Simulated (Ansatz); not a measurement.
Input of an Ansatz 0.2.0 run:

File input.yaml:

```yaml
crystal:
  lattice:
    - [0.0, 3.01, 3.01]
    - [3.01, 0.0, 3.01]
    - [3.01, 3.01, 0.0]
  atoms:
    - { symbol: Sn, position: [0.0, 0.0, 0.0] }
    - { symbol: Se, position: [0.5, 0.5, 0.5] }
kpoints:
  mp_grid: { grid: [8, 8, 8] }
scf:
  occupations: { method: gaussian, width: 0.016 }
hamiltonian:
  xc: pbe
  pseudopotentials: { kind: all_electron, lapw: { basis_error: 0.001 } }
output:
  forces: true
  stress: true
  eigenvalues: true
```

Potentials or basis: all-electron LAPW, scalar-relativistic.

Launch:

```sh
$ ansatz run input.yaml --threads 1 --pin off --max-ram 3072MiB --backend cpu --events-out ev --progress --plain --runs-dir out
```

(1) Predict the band gap on the k mesh.

(2) Estimate the pressure.

Results:

(1) 0.58 eV, direct.

(2) 0.9 GPa.

Caveat: spin-orbit coupling is left out, which moves the levels of the heavy elements.
